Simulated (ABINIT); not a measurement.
**TaN: single point with PBEsol**

TaN:

```
Ta N
1.0
     2.93800    0.00000    0.00000
    -1.46900    2.54438    0.00000
     0.00000    0.00000    2.88300
Ta N
1 1
Cartesian
  0.0000 0.0000 1.4415
  1.4690 0.8481 0.0000
```

```
Program             : ABINIT 10.8.3 (patched build)
Task                : single point
Functional          : PBEsol
Potentials or basis : PseudoDojo NC SR PBEsol v0.4.1 standard
Cutoff              : 980 eV
k mesh              : 8 × 8 × 7
Occupations         : fermi-dirac, width 0.05 eV
Spin                : no spin polarisation
```

* Pressure: -5.5 GPa
* Band gap on the k mesh: none (metal or under the smearing width)
* Valence electrons inside the program's atomic spheres: Ta 9.27; N 5.25

Stress tensor (GPa, compression positive):
```
-5.28  0.00  0.00
 0.00 -5.28  0.00
 0.00  0.00 -6.03
```

Levels at points of the mesh, in eV from the Fermi level:
```
           k point  band 6  band 7  band 8  band 9  band 10  band 11  band 12  band 13
(0.00, 0.00, 0.00)   -4.67   -4.67   -4.31   -3.04     2.09     3.48     3.48     3.89
(0.50, 0.00, 0.00)   -8.41   -5.31   -3.59   -3.29     2.90     3.93     5.09     5.21
```

It took 26 s on 1 thread of Arm Neoverse V1, on a shared host, peak memory 0.07 GiB.

Caveat: the cutoff is short for stress, so the pressure is rough. The run has no spin-orbit coupling, so splittings on Ta are missing.
